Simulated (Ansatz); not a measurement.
## GaN: settings compared (Ansatz)

input.yaml:

```yaml
crystal:
  lattice:
    - [1.614609, 2.796584, 0.0]
    - [-1.614609, 2.796584, 0.0]
    - [0.0, 0.0, 5.252795]
  atoms:
    - { symbol: Ga, position: [0.66667, 0.66666, 0.0] }
    - { symbol: Ga, position: [0.33334, 0.33333, 0.5] }
    - { symbol: "N", position: [0.66667, 0.66666, 0.375] }
    - { symbol: "N", position: [0.33334, 0.33333, 0.875] }
  symmetry: { tolerance: 0.0003 }
kpoints:
  mp_grid: { grid: [6, 6, 4], shift: [0, 0, 0] }
magnetization:
  spin_polarized: false
scf:
  occupations: { method: fermi_dirac, width: 0.0122 }
hamiltonian:
  pseudopotentials: { kind: paw }
  xc: r2scan
basis:
  ecutwfc: 500
output:
  forces: true
  stress: true
  eigenvalues: true
```

The command:

```bash
ansatz run input.yaml --threads 1 --pin off --max-ram 2560MiB --backend cpu --events-out ev --progress --plain --runs-dir out
```

Origin of the cell: a database entry, scaled a little.

Output of this run (shortened):

```
Warning: the atoms were moved onto the symmetric positions of the space group found under crystal.symmetry.tolerance 3.0e-4 (fractional; no operation is sought that the atoms, as they stand i […]
Pseudopotentials: kind: paw
Pseudopotential: Ga, paw, valence charge 13, recommended cutoff 500 eV (meta_gga), Ga.paw.azcp
Pseudopotential: N, paw, valence charge 5, recommended cutoff 500 eV (meta_gga), N.paw.azcp
Functional definition: r2SCAN
  exchange = r2scan_x(k0 = k0, k1 = k1, a1 = a1)
  correlation = r2scan_c
Crystal: 4 atoms, lattice volume = 47.437 Å³
Basis set: ecut = 500 eV, 1189 PW (Γ), exchange–correlation on 96×96×160 points (64 copies of the dense FFT grid, shifted against one another)
Bands: 22, of which v1, the nominal top of the filled ones, is band 18 counted from 1 (17 counted from 0)
Symmetry: 12 space group operations
[… 8 lines left out …]
Initial density: superposition of atomic densities (neutral atoms: chi_scale 0, normalization atom), corrected by the library's trained network
Functional: x = r2scan, c = r2scan; τ floored in thin density (d = 2e-4 eV/Å³)
SCF iter   1: F=—  HF=-8352.665979 eV  Δρ=1.23e-2  dr2=2.67e-2  dr2_τ=1.68e-1
SCF iter   2: F=—  HF=-8352.721737 eV  Δρ=5.72e-3  dr2=9.34e-3  dr2_τ=2.90e-4
SCF iter   3: F=—  HF=-8352.721288 eV  Δρ=3.58e-3  dr2=2.56e-3  dr2_τ=9.03e-5
SCF iter   4: F=—  HF=-8352.721317 eV  Δρ=2.83e-4  dr2=2.10e-5  dr2_τ=9.29e-6
SCF iter   5: F=—  HF=-8352.721338 eV  Δρ=1.36e-4  dr2=4.45e-6  dr2_τ=5.13e-7
SCF iter   6: F=—  HF=-8352.721343 eV  Δρ=4.17e-5  dr2=8.57e-7  dr2_τ=3.84e-8
SCF iter   7: F=—  HF=-8352.721343 eV  Δρ=1.73e-5  dr2=1.40e-7  dr2_τ=8.97e-9
SCF iter   8: F=-8352.721343 eV  HF=-8352.721343 eV  Δρ=7.97e-6  dr2=2.97e-8  dr2_τ=5.25e-10
SCF 1 converged in 8 iterations: F = -8352.721343 eV  dr2 = 2.97e-8
SCF converged after 8 iterations
Free energy (F): -8352.721343 eV
Harris-Foulkes:  -8352.721343 eV  (|F-HF|=1.69e-8)
Internal energy: -8352.721343 eV  (E = F + TS)
E sigma→0 (E₀):  -8352.721343 eV
Fermi energy:    9.899144 eV
--- Per-component energies (eV) ---
  E_band       = -49.875466
  E_kinetic    = 490.843778
  E_local      = -3969.445131  (includes V_loc(G=0)·N_el)
  E_nonlocal   = 952.731175
  E_hartree    = 1825.697406
  E_xc         = -242.191281
  E_vxc        = -285.397643  (∫ρ·V_xc dr)
  E_paw        = -4275.012629  (= ΣΔE_a)
  E_vpaw       = -905.629540  (= ΣTr[D̂ρ^β])
  E_aug_tail   = -0.000045  (compensation charges beyond the density's cutoff)
  E_vtau       = 15.624033  (kinetic-family band-sum trace: ∫τ·v_τ [+ j·A + Jᵃ·Aᵃ] dr)
  E_ewald      = -3133.979347
  E_core_change = -1.365269  (= ΣΔE_core)
  E_smearing   = -0.000000  (= −TS)
  Σ components = -8352.721343   (vs F -8352.721343, Δ=0.00e0)
--- Forces (eV/Å), atoms counted from 1 ---
  atom   1  Ga     0.000000     0.000000    -0.117141
  atom   2  Ga     0.000000     0.000000    -0.117141
  atom   3  N     -0.000000    -0.000000     0.117151
  atom   4  N      0.000000     0.000000     0.117151
  max |Σ_I F_I| component: 2.05e-5 eV/Å
--- Stress (GPa, compression-positive) ---
       -7.949943       0.000000       0.000000
        0.000000      -7.949943       0.000000
        0.000000       0.000000      -6.812239
  P = ⅓ Tr σ = -7.5707 GPa (-75.707 kbar)
```

The same input was run again with these changes:

1. `scf.initial_density.chi_scale` default → 0.3; `scf.occupations.method` fermi_dirac → cold; `scf.occupations.width` 0.0122 → 0.001
2. `kpoints.mp_grid.shift` [0, 0, 0] → [0.5, 0.5, 0.5]
3. `kpoints.mp_grid.grid` [6, 6, 4] → [4, 4, 3]; `scf.mixing.preconditioner` default → none
4. `basis.ecutwfc` 500 → "450 eV"; `hamiltonian.xc` r2scan → pbesol

| run | end | SCF iterations | P (GPa) | max force component (eV/Å) | moment (μB) | ΔE(σ→0) (meV/atom) |
| --- | --- | --- | --- | --- | --- | --- |
| base | converged | 8 | -7.57 | 0.117 | – | 0 |
| 1 | converged | 8 | -7.57 | 0.117 | – | 0.00 |
| 2 | converged | 8 | -7.54 | 0.118 | – | -1.36 |
| 3 | converged | 8 | -7.59 | 0.113 | – | 14.36 |
| 4 | converged | 7 | -7.26 | 0.110 | – | – |

Energies are compared only where functional, datasets, charge and starting cell are the same.

Not properties of the system: run 3 (too coarse or loose: `kpoints.mp_grid.grid` = [4, 4, 3]).

Run 2: the k mesh keeps only part of the crystal's symmetry.

Time of the base run: 10 s on 1 thread of Arm Neoverse N1 (shared host), peak memory 0.4 GiB, from the program's own first density.
